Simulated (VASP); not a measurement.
VASP 6.6.1 run: BN

INCAR

```
LREAL = .FALSE.
LCHARG = .FALSE.
ISMEAR = 1
PREC = Accurate
GGA = PE
NBANDS = 11
SIGMA = 0.005
EDIFF = 1E-7
LWAVE = .FALSE.
IBRION = -1
NELM = 120
LASPH = .FALSE.
ENCUT = 520
NSW = 0
ISIF = 2
```

KPOINTS

```
KPOINTS created by Atomic Simulation Environment
0
Gamma
12 12 12
0 0 0
```

POSCAR

```
B  N
 1.0000000000000000
     2.4882474396765728    0.0027782320442362   -0.2444864325773463
    -1.2344750659602799    2.1604234412211660    0.2445297637190238
    -0.9249797325444357   -0.9087842203161476    3.3134103186027368
 B   N
   1   1
Cartesian
  1.2477499764759359  2.1502399135894925 -0.0202801550238968
  0.3160519403099788 -0.1995871462252193  3.2087927587083938
```

The recommended PBE PAW datasets give the neutral cell 8 valence electrons.

Command

```
mpirun -np 1 vasp_std
```

OSZICAR

```
N       E                     dE             d eps       ncg     rms          rms(c)
DAV:   1     0.133104590678E+02    0.13310E+02   -0.46632E+03 19435   0.687E+02
DAV:   2    -0.185805696669E+02   -0.31891E+02   -0.30717E+02 22743   0.162E+02
DAV:   3    -0.193447038011E+02   -0.76413E+00   -0.76293E+00 23274   0.229E+01
DAV:   4    -0.193468984107E+02   -0.21946E-02   -0.21978E-02 20998   0.136E+00
DAV:   5    -0.193469102954E+02   -0.11885E-04   -0.85885E-05 23292   0.761E-02    0.799E+00
DAV:   6    -0.177535953814E+02    0.15933E+01   -0.51967E+00 21679   0.127E+01    0.365E+00
DAV:   7    -0.176017281385E+02    0.15187E+00   -0.24182E-01 22897   0.370E+00    0.223E+00
DAV:   8    -0.175642941458E+02    0.37434E-01   -0.11129E-01 23278   0.207E+00    0.260E-01
DAV:   9    -0.175645854567E+02   -0.29131E-03   -0.25639E-03 21028   0.416E-01    0.139E-01
DAV:  10    -0.175649370021E+02   -0.35155E-03   -0.48685E-04 21625   0.161E-01    0.239E-02
DAV:  11    -0.175649594963E+02   -0.22494E-04   -0.47550E-05 23023   0.472E-02    0.205E-02
DAV:  12    -0.175649586790E+02    0.81730E-06   -0.89295E-06 21208   0.199E-02    0.175E-03
DAV:  13    -0.175649588006E+02   -0.12159E-06   -0.35110E-07 22734   0.517E-03    0.586E-04
DAV:  14    -0.175649588127E+02   -0.12171E-07   -0.17671E-08 19469   0.915E-04
   1 F= -.17564959E+02 E0= -.17564959E+02  d E =0.184375-102
```

From OUTCAR

```
k-points           NKPTS =    868   k-points in BZ     NKDIM =    868   number of bands    NBANDS=     11

   NELECT =       8.0000    total number of electrons

   dimension x,y,z NGX =    20 NGY =   20 NGZ =   28
   dimension x,y,z NGXF=    40 NGYF=   40 NGZF=   56

  energy-cutoff  :      520.00
  volume of cell :       17.61
      direct lattice vectors                 reciprocal lattice vectors
     2.488247440  0.002778232 -0.244486433     0.419051255  0.219395835  0.177158074
    -1.234475066  2.160423441  0.244529764     0.012092459  0.455266499  0.128243788
    -0.924979733 -0.908784220  3.313410319     0.030028089 -0.017410130  0.305411412

 k-points in reciprocal lattice and weights: KPOINTS created by Atomic Simulation Env
   0.00000000  0.00000000  0.00000000       0.001
   0.08333333  0.00000000  0.00000000       0.001
   0.00000000  0.08333333 -0.08333333       0.001
   0.16666667 -0.00000000  0.00000000       0.001
   0.00000000  0.16666667 -0.16666667       0.001
   0.25000000  0.00000000  0.00000000       0.001
   0.00000000  0.25000000 -0.25000000       0.001
   0.33333333  0.00000000  0.00000000       0.001
   ...

 E-fermi :   2.5012

 k-point     1 :       0.0000    0.0000    0.0000
  band No.  band energies     occupation
      1     -15.3949      2.00000
      2      -1.5516      2.00000
      3       1.1628      2.00000
      4       1.1628      2.00000
      5       7.8284      0.00000
      6      14.1546      0.00000
      7      14.1556      0.00000
      8      15.6591      0.00000
      9      17.4101      0.00000
     10      28.4768      0.00000
     11      31.2601      0.00000

 k-point     2 :       0.0833    0.0000    0.0000
  band No.  band energies     occupation
      1     -15.2486      2.00000
      2      -1.4757      2.00000
      3       0.6009      2.00000
      4       0.8989      2.00000
      5       8.2282      0.00000
      6      14.0718      0.00000
      7      14.7473      0.00000
      8      15.1865      0.00000
      9      17.8492      0.00000
     10      28.4125      0.00000
     11      28.8719      0.00000

 k-point     3 :       0.0000    0.0833   -0.0833
  band No.  band energies     occupation
      1     -15.2486      2.00000
      2      -1.4757      2.00000
      3       0.6009      2.00000
      4       0.8989      2.00000
      5       8.2283      0.00000
      6      14.0718      0.00000
      7      14.7474      0.00000
      8      15.1865      0.00000
      9      17.8492      0.00000
     10      28.4127      0.00000
     11      28.8721      0.00000

 k-point     4 :       0.1667   -0.0000    0.0000
  band No.  band energies     occupation
      1     -14.8195      2.00000
      2      -1.2474      2.00000
      3      -0.7774      2.00000
      4       0.2560      2.00000
      5       9.2466      0.00000
      6      13.5869      0.00000
      7      14.2152      0.00000
      8      16.3519      0.00000
      9      18.9225      0.00000
     10      25.3972      0.00000
     11      29.3005      0.00000

 k-point     5 :       0.0000    0.1667   -0.1667
  band No.  band energies     occupation
      1     -14.8195      2.00000
      2      -1.2475      2.00000
      3      -0.7774      2.00000
      4       0.2560      2.00000
      5       9.2467      0.00000
      6      13.5869      0.00000
      7      14.2153      0.00000
      8      16.3519      0.00000
      9      18.9224      0.00000
     10      25.3973      0.00000
     11      29.3001      0.00000

 ...

  Total        0.6025145      0.6038535      0.3817805      0.0010550      0.0132483     -0.0228563
  in kB       54.8092524     54.9310586     34.7296259      0.0959688      1.2051686     -2.0791855
  external PRESSURE =      48.1566456 kB  Pullay stress =       0.0000000 kB

 POSITION                                       TOTAL-FORCE (eV/Angst)
 -----------------------------------------------------------------------------------
      0.32277      1.24146      3.29313         0.000760     -0.000380      0.006483
      0.31605     -0.19959      3.20879        -0.000760      0.000380     -0.006483
 -----------------------------------------------------------------------------------
    total drift:                               -0.000118     -0.000058     -0.000007

  FREE ENERGIE OF THE ION-ELECTRON SYSTEM (eV)
  ---------------------------------------------------
  free  energy   TOTEN  =       -17.5649588127 eV

  energy  without entropy=      -17.5649588127  energy(sigma->0) =      -17.56495881
```

It converged. Results: gap between bands v and c on the k mesh 4.20 eV; least direct gap on the k mesh 4.70 eV; pressure 4.8 GPa. Band v is the last that the valence electrons fill when counted band by band, and c is the next.

For comparison, a separate PBE run of the intended cell, on usual settings and not on those above, gives a gap of 4.21 eV on its mesh and a pressure of 4.7 GPa.

The run above took about 1.9 min on one core of a shared host (Intel Xeon Platinum 8488C) and held 0.27 GiB at most.
